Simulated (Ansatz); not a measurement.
SnSe2 (layers cut from the bulk crystal), computed twice by G0W0.

The cell holds 3 atoms: 2 Se and 1 Sn. Cell: a = 3.827 Å, b = 3.827 Å, c = 29.600 Å, α = 90.0°, β = 90.0°, γ = 120.0°. It derives from SnSe2. Vacuum lies along c.

```xyz
3
Lattice="3.8274 0.0000 0.0000 -1.9137 3.3146 0.0000 0.0000 0.0000 29.6000" Properties=species:S:1:pos:R:3
Se    0.0000    2.2098   13.2009
Sn    0.0000    0.0000   14.8000
Se    1.9137    1.1049   16.3991
```

The structure was relaxed with PBE-D3(BJ). The runs that relaxed it are not among those shown.

The first (Ansatz 0.2.0; start PBE, 6×6×1 mesh, 446 empty bands, screening to 65 eV, PAW set soft_1 files; 1 × NVIDIA H100 80GB HBM3 (shared by 6 runs) with 2 threads of AMD EPYC 7R13 (Zen 3), shared host) gave, on its mesh: starting gap 0.78 eV, G0W0 gap 1.70 eV, mean of 1 + 4πα/V (set by the cell height) 2.59, 20 s.

Q: The second changes empty bands from 446 to 184 and screening cutoff (eV) from 65.0 to 36. What does it give?

It gave: starting gap 0.78 eV, G0W0 gap 1.68 eV, mean of 1 + 4πα/V (set by the cell height) 2.62, 19 s. The G0W0 gap moves by −0.02 eV, +0.00 eV from the start and −0.02 eV from the correction. Σc changes by +0.27 eV at the valence top and +0.25 eV at the conduction bottom, and Σx − Vxc between them by +0.00 eV.

Limits: not at the basis limit; coarse mesh for a sheet; no spin-orbit coupling.

[Paths, hosts, dates, memory and timing lines, banners, echoed tables and standing remarks are left out of the program output.]

[Logs are printed without paths, hosts, clocks, repeated set-up lines and the standing remarks that a program may print on its own settings, such as how far it seeks lower states.]

[Runs of the session that timed out or met a known fault of the program may be left out.]

[Cells called generated may have been cut or substituted from an entry of the Crystallography Open Database or the Materials Project.]

[Hosts, paths, dates, database ids (printed as entryN), source tags and the programs' standing remarks are cut or masked in the printed files.]
